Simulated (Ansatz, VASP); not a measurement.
Pt in VASP and in Ansatz

```xyz
4
Lattice="4.3610 0.0000 0.0000 -2.1805 3.7767 0.0000 0.0000 0.0000 5.0123" Properties=species:S:1:pos:R:3 pbc="T T T"
Pt    0.0000    0.0000    1.2531
Pt    0.0000    0.0000    3.7593
Pt    0.0000    2.5178    3.7593
Pt    2.1805    1.2589    1.2531
```

Alike in both runs: functional PBE; k mesh 6 × 6 × 2; occupations gaussian, width 0.1 eV; no spin polarisation.

Ansatz relaxed the structure, and its values are those at the end. VASP's run is a single point on that final structure, the one shown.

|  | VASP | Ansatz |
| --- | --- | --- |
| version | VASP 6.6.1 | Ansatz 0.2.0 |
| potentials or method | VASP PAW PBE potentials, release 64 (Pt) | scalar-relativistic, plane waves, PAW |
| plane-wave cutoff (eV) | 520 | 420 |
| valence electrons in the cell | 40 | 72 |

VASP gave:

```
gap on the k mesh at the Fermi level (eV) : none
pressure (GPa)                            : -0.5
```

Task: What did Ansatz give for the same quantities?

Result: gap on the k mesh at the Fermi level (eV): none; pressure (GPa): -0.1.

A gap of «none» marks a metal or a gap that the smearing closes. The two sets of potentials don't hold the same shells in valence.

Caveats: the k mesh is coarse (spacing up to 0.63 Å⁻¹), so the values aren't converged. Spin-orbit coupling is left out, which matters for the levels of Pt.
